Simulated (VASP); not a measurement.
A run of VASP 6.6.1:

Contents of INCAR:

```
SYSTEM = SiC
PREC = Accurate
ENCUT = 520
EDIFF = 1E-7
ISMEAR = 0
SIGMA = 0.05
LREAL = .FALSE.
LASPH = .TRUE.
NELM = 60
ALGO = Fast
ISIF = 2
LWAVE = .FALSE.
LCHARG = .TRUE.
LELF = .TRUE.
LVHAR = .TRUE.
NBANDS = 16
```

The input KPOINTS:

```
Automatic mesh
0
G
  10 10 5
  0 0 0
```

Contents of POSCAR:

```
SiC
1.0
    3.0760000000      0.0000000000      0.0000000000
   -1.5380000000      2.6638941420      0.0000000000
    0.0000000000      0.0000000000      5.0480000000
Si C
2 2
Cartesian
    1.5380000002      0.8879647139      2.5240000000
   -0.0000000002      1.7759294281      0.0000000000
    1.5380000002      0.8879647139      4.4674800000
   -0.0000000002      1.7759294281      1.9434800000
```

Potentials or basis: VASP PAW LDA potentials, release 64 (Si, C).

Command:

```sh
$ cat potpaw_LDA.64/Si/POTCAR potpaw_LDA.64/C/POTCAR > POTCAR
$ mpirun -np 1 vasp_std > vasp.out
```

Hardware: 1 thread of Intel(R) Xeon(R) Platinum 8375C CPU @ 2.90GHz (Ice Lake), with other jobs on the host.

Problem. Estimate the wall time of this run.

Solution. Wall time 26 s on 1 thread of Intel(R) Xeon(R) Platinum 8375C CPU @ 2.90GHz (Ice Lake), on a shared host, peak memory 0.14 GiB. Counts: scf iterations 16, k points 42.
